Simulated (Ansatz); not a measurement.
# V (Im-3m) in Ansatz: notebook

Runs on V. Level: PBE. Tasks: single point.

Program: Ansatz 0.2.0. These are calculated values, not measurements. Logs are shortened: lines on timing, memory, paths and dates and some standing lists are left out, and cuts for length are marked.

## (1) The undisturbed crystal

It takes space group Im-3m (No. 229, cubic). Conventional cell: a = 3.029 Å, b = 3.029 Å, c = 3.029 Å, α = 90.00°, β = 90.00°, γ = 90.00°. Around V (site symmetry m-3m) lie 8 V at 2.62 Å.

## (2) Single point, PBE, collinear spin, ferromagnetic start (strain = 0.0)

The input, input.yaml:

```yaml
crystal:
  lattice:
    - [-1.51435, 1.51435, 1.51435]
    - [1.51435, -1.51435, 1.51435]
    - [1.51435, 1.51435, -1.51435]
  atoms:
    - { symbol: V, position: [0.0, 0.0, 0.0], spin: 2.0 }
kpoints:
  mp_grid: { grid: [9, 9, 9] }
scf:
  occupations: { method: fermi_dirac, width: 0.05 }
hamiltonian:
  xc: pbe
  pseudopotentials: { kind: all_electron, lapw: { basis_error: 0.001 } }
magnetization:
  spin_polarized: true
output:
  forces: true
  stress: true
  eigenvalues: true
```

Potentials or basis: all-electron LAPW, scalar-relativistic.

Command:

```bash
> ansatz run input.yaml --threads 2 --pin off --max-ram 6144MiB --backend cpu --events-out ev --progress --plain --runs-dir out
```

Standard output:

```text
Warning: RAYON_NUM_THREADS=2 ignored (pool sized by the plan → 2); use --threads N
LAPW: plane waves up to 8.222 Å⁻¹, error target 1.0e-3 eV per atom; small_component_spin mean_spin; V in spheres of 1.311 Å, 13 of its electrons in bands, Dirac shells [] (how accurate: hamiltonian.pseudopotentials.lapw.basis_error, Limitations)
Engine: ansatz 0.2.0, aarch64-unknown-linux-gnu
Pseudopotentials: kind: all_electron
Pseudopotential: V, LAPW, valence charge 13, lapw/all_electron/scalar/gaussian/V, Koelling and Harmon's equation, gaussian nucleus
Functional definition: PBE
  parameter kappa = 0.804
  parameter beta = 0.06672455060314922
  exchange = pbe_x(kappa = kappa, mu = beta*pi^2/3)
  correlation = pbe_c(beta = beta)
Crystal: 1 atoms, lattice volume = 13.891 Å³
Basis set: ecut = 257.5864757679866 eV, 135 PW (Γ), exchange–correlation at level 2
Bands: 12, of which v1, the nominal top of the filled ones, is band 7 counted from 1 (6 counted from 0)
Symmetry: 48 space group operations
Space group: Im-3m (ITA 229), of the structure as read, at distance tolerance 2.4e-5 Å
Magnetic group: BNS 229.140 (UNI 1642), of the structure as read, at distance tolerance 2.4e-5 Å
k-points: 35 of 729
Non-local potential: V, projectors of the file, none
Initial density: superposition of atomic densities (chi_scale 0.1, normalization cell)
Starting moments: Σ|m| = 2 μB on 1 of 1 site
Initial wavefunctions: plane waves of lowest kinetic energy (no species holds an atomic orbital)
Functional: x = pbe(κ = 0.804, μ = 0.2195149727645171), c = pbe(β = 0.06672455060314922)
iter 1 solved again at ethr=3.21e-4 eV; its pass at ethr=1.00e-1 eV (dr2=4.17e-2 eV) is discarded
SCF iter   1: F=—  HF=-25832.389633 eV  |F-HF|=—  |Δ(HF+E_count)|=         —  Δρ=7.05e-2 (↑7.05e-2 ↓5.98e-2)  dr2=4.21e-2  dr2_m=5.27e-1  M=0.427 μB ∫|m|=0.427 μB  β_m=0.30  ethr=3.21e-4  ⟨swp⟩=2.9  Hψ=5933  notcnv=0
Mixer restart at iter 1: flushing history
preconditioner: auto → none  [metal: Δε(μ)=0.085 eV  Ē_g=8.576 eV  σ=0.050 eV  W_gap=0.40  n_scr=0 (ndim 8)  ℏωp=22.3 eV  f_vac=0.000  D(μ)=0.98/eV (n_scr^D=12)]
SCF iter   2: F=—  HF=-25832.149423 eV  |F-HF|=—  |Δ(HF+E_count)|=   2.40e-1  Δρ=4.75e-2 (↑4.75e-2 ↓4.26e-2)  dr2=8.51e-3  dr2_m=2.55e-1  M=0.431 μB ∫|m|=0.432 μB  β_m=0.61  ethr=3.21e-4  ⟨swp⟩=2.4  Hψ=2611  notcnv=0
SCF iter   3: F=—  HF=-25832.121593 eV  |F-HF|=—  |Δ(HF+E_count)|=   2.78e-2  Δρ=1.10e-2 (↑1.10e-2 ↓7.10e-3)  dr2=7.79e-3  dr2_m=7.97e-3  M=0.304 μB ∫|m|=0.304 μB  β_m=0.53  ethr=6.54e-5  ⟨swp⟩=2.9  Hψ=2708  notcnv=0
iter 4 solved again at ethr=3.93e-8 eV; its pass at ethr=5.99e-5 eV (dr2=5.10e-6 eV) is discarded
SCF iter   4: F=—  HF=-25832.082198 eV  |F-HF|=—  |Δ(HF+E_count)|=         —  Δρ=2.86e-3 (↑2.86e-3 ↓2.80e-3)  dr2=5.10e-6  dr2_m=1.02e-3  M=0.264 μB ∫|m|=0.264 μB  β_m=0.77  ethr=3.93e-8  ⟨swp⟩=3.4  Hψ=4395  notcnv=0
the basis was enlarged: its passes take 311.5 KiB over the memory plan, 2 of 2 planned eigensolver slots
SCF iter   5: F=—  HF=-25832.082612 eV  |F-HF|=—  |Δ(HF+E_count)|=   4.14e-4  Δρ=1.13e-3 (↑1.10e-3 ↓1.13e-3)  dr2=1.82e-6  dr2_m=1.58e-4  M=0.232 μB ∫|m|=0.232 μB  β_m=0.88  ethr=3.92e-8  ⟨swp⟩=3.0  Hψ=2440  notcnv=0
SCF iter   6: F=—  HF=-25832.082945 eV  |F-HF|=—  |Δ(HF+E_count)|=   3.33e-4  Δρ=1.74e-4 (↑1.73e-4 ↓1.74e-4)  dr2=1.57e-6  dr2_m=3.23e-6  M=0.179 μB ∫|m|=0.179 μB  β_m=0.94  ethr=1.40e-8  ⟨swp⟩=4.0  Hψ=2806  notcnv=0
SCF iter   7: F=—  HF=-25832.082968 eV  |F-HF|=—  |Δ(HF+E_count)|=   2.31e-5  Δρ=4.21e-5 (↑3.98e-5 ↓4.21e-5)  dr2=1.73e-8  dr2_m=2.06e-7  M=0.164 μB ∫|m|=0.164 μB  β_m=0.97  ethr=1.21e-8  ⟨swp⟩=3.0  Hψ=2417  notcnv=0
SCF iter   8: F=—  HF=-25832.082968 eV  |F-HF|=—  |Δ(HF+E_count)|=   3.90e-7  Δρ=1.30e-5 (↑1.27e-5 ↓1.30e-5)  dr2=4.15e-10  dr2_m=2.08e-8  M=0.162 μB ∫|m|=0.162 μB  β_m=0.99  ethr=1.33e-10  ⟨swp⟩=3.3  Hψ=2526  notcnv=0
SCF iter   9: F=—  HF=-25832.082968 eV  |F-HF|=—  |Δ(HF+E_count)|=   4.65e-8  Δρ=4.98e-6 (↑4.92e-6 ↓4.98e-6)  dr2=1.90e-11  dr2_m=3.12e-9  M=0.161 μB ∫|m|=0.161 μB  β_m=0.99  ethr=3.19e-12  ⟨swp⟩=3.9  Hψ=2685  notcnv=0
SCF iter  10: F=—  HF=-25832.082968 eV  |F-HF|=—  |Δ(HF+E_count)|=   7.37e-9  Δρ=1.21e-6 (↑1.21e-6 ↓1.21e-6)  dr2=6.31e-14  dr2_m=1.86e-10  M=0.161 μB ∫|m|=0.161 μB  β_m=1.00  ethr=1.00e-12  ⟨swp⟩=3.4  Hψ=2481  notcnv=0
SCF iter  11: F=—  HF=-25832.082968 eV  |F-HF|=—  |Δ(HF+E_count)|=  6.04e-10  Δρ=3.16e-7 (↑3.16e-7 ↓3.02e-7)  dr2=1.62e-13  dr2_m=1.21e-11  M=0.161 μB ∫|m|=0.161 μB  β_m=1.00  ethr=1.00e-12  ⟨swp⟩=3.0  Hψ=2379  notcnv=0
SCF iter  12: F=-25832.082968 eV  HF=-25832.082968 eV  |F-HF|=0.00e0  |Δ(HF+E_count)|=  5.46e-11  Δρ=6.22e-8 (↑5.49e-8 ↓6.22e-8)  dr2=7.25e-14  dr2_m=4.12e-13  M=0.161 μB ∫|m|=0.161 μB  ethr=1.00e-12  ⟨swp⟩=2.0  Hψ=2223  notcnv=0
SCF 1 converged in 12 iterations: F = -25832.082968 eV  dr2 = 7.25e-14
SCF converged after 12 iterations
Magnetization: 0.1611 μB (6.5805 up, 6.4195 down)
Absolute magnetization: 0.1611 μB (∫|ρ↑−ρ↓|)
Spin contamination: 0.0002 ħ² per cell (⟨S²⟩ above its minimum at these occupations)
Per-site moments (μB) at R_I (Å): [(0.13558663825064343, 1.3114655506785995)]
Free energy (F): -25832.082968 eV
Harris-Foulkes:  -25832.082968 eV  (|F-HF|=0.00e0)
Internal energy: -25832.064371 eV  (E = F + TS)
E sigma→0 (E₀):  -25832.073670 eV
Entropy (-TS):   -0.018597 eV (-18.597 meV/atom)
Fermi energy:    16.505768 eV
--- Per-component energies (eV) ---
  E_band       = -145.454234
  E_kinetic    = 26105.318868
  E_xc         = -1236.090467
  E_electrostatic = -50701.292773  (all electrons and nuclei)
  E_smearing   = -0.018597  (= −TS)
  E_closure    = 0.000000  (closes the sum)
  E_atoms      = -25823.683572  (free atoms, spherical and without spin; not in F)
  Σ components = -25832.082968   (vs F -25832.082968, Δ=0.00e0)
  Basis errors (estimates in eV, not in F): energy 2.4e-4 per atom: plane waves 2.1e-4 (1.1e-4 summed), levels above the bands 8.6e-105, relativity 8.4e-9, radial functions 3.2e-5, core shells 8.2e-8; eigenvalues (radial functions only) 1.4e-6; not estimated: angular momenta, meshes, grids; target (lapw.basis_error) 1.0e-3; muffin-tin radii V 1.311 Å
--- Forces (eV/Å), atoms counted from 1 ---
  atom   1  V      0.00000000    -0.00000000     0.00000000
  max |Σ_I F_I| component: 2.71e-31 eV/Å
--- Stress (GPa, compression-positive) ---
       -5.512066      -0.000000      -0.000000
       -0.000000      -5.512066      -0.000000
       -0.000000      -0.000000      -5.512066
  P = ⅓ Tr σ = -5.5121 GPa (-55.121 kbar)
--- Band table (eV; the first three rows and the last of 70) ---
  k-point 0 ↑: bands = ["-47.3199", "-20.6628", "-20.6628", "-20.6628", "9.8732", "16.8059", "16.8059", "16.8059", "18.7785", "18.7785", "36.6822", "36.6822"]
  k-point 1 ↑: bands = ["-47.2997", "-20.7623", "-20.6935", "-20.6634", "10.3497", "16.6105", "16.7484", "17.1430", "18.5806", "18.7933", "35.6892", "36.4843"]
  k-point 2 ↑: bands = ["-47.2481", "-21.0098", "-20.7705", "-20.6650", "11.6072", "16.1457", "16.4623", "18.0667", "18.4312", "18.8583", "32.9680", "35.1686"]
  k-point 34 ↓: bands = ["-46.9207", "-21.1164", "-21.0977", "-21.0977", "13.7756", "13.7759", "19.7678", "19.7678", "20.0141", "25.4385", "27.0376", "27.0376"]
```

Run time: 3.4 s. Hardware: 2 threads of Arm Neoverse V2, shared host; peak memory 0.3 GiB.

Results:

```
Free energy            : -25832.0830 eV
Pressure               : -5.5 GPa
Band gap on the k mesh : none (metal or under the smearing width)
Net moment             : 0.16 μB per cell
Absolute moment        : 0.16 μB per cell
Site moments           : V +0.14 μB
```

Caveat: the k mesh is thin for a metal, which can move the energy by tens of meV per atom; the starting moments weren't kept.

## (3) Single point, PBE, collinear spin, ferromagnetic start (strain = -0.02)

Edit input.yaml of step 2 so:

```diff
@@ -2,5 +2,5 @@
   lattice:
-    - [-1.51435, 1.51435, 1.51435]
-    - [1.51435, -1.51435, 1.51435]
-    - [1.51435, 1.51435, -1.51435]
+    - [-1.484063, 1.484063, 1.51435]
+    - [1.484063, -1.484063, 1.51435]
+    - [1.484063, 1.484063, -1.51435]
   atoms:
```

Potentials or basis: all-electron LAPW, scalar-relativistic.

Command:

```bash
> ansatz run input.yaml --threads 2 --pin off --max-ram 6144MiB --backend cpu --events-out ev --progress --plain --runs-dir out
```

Run time: 17 s. Hardware: 2 threads of Intel Xeon Platinum 8259CL at 2.50GHz (Skylake/Cascade Lake), shared host; peak memory 0.39 GiB.

It converged, with:

```
Free energy            : -25832.0903 eV
Pressure               : 1.2 GPa
Band gap on the k mesh : none (metal or under the smearing width)
Net moment             : 0.00 μB per cell
Absolute moment        : 0.00 μB per cell
```

Stress tensor (GPa, compression positive):
```
1.69 0.00 0.00
0.00 1.69 0.00
0.00 0.00 0.07
```

Levels at points of the mesh, in eV from the Fermi level:
Spin up:
```
           k point  band 4  band 5  band 6  band 7  band 8  band 9
(0.00, 0.00, 0.00)  -37.01   -6.69    0.32    0.32    0.48    2.31
```
Spin down:
| k point | band 2 | band 3 | band 4 | band 5 | band 6 | band 7 | band 8 | band 9 | band 10 | band 11 |
| --- | --- | --- | --- | --- | --- | --- | --- | --- | --- | --- |
| (0.00, 0.00, 0.00) | -37.01 | -37.01 | -37.01 | -6.69 | 0.32 | 0.32 | 0.48 | 2.31 | 2.50 | 20.26 |

Caveat: the k mesh is thin for a metal, which can move the energy by tens of meV per atom; the starting moments weren't kept.
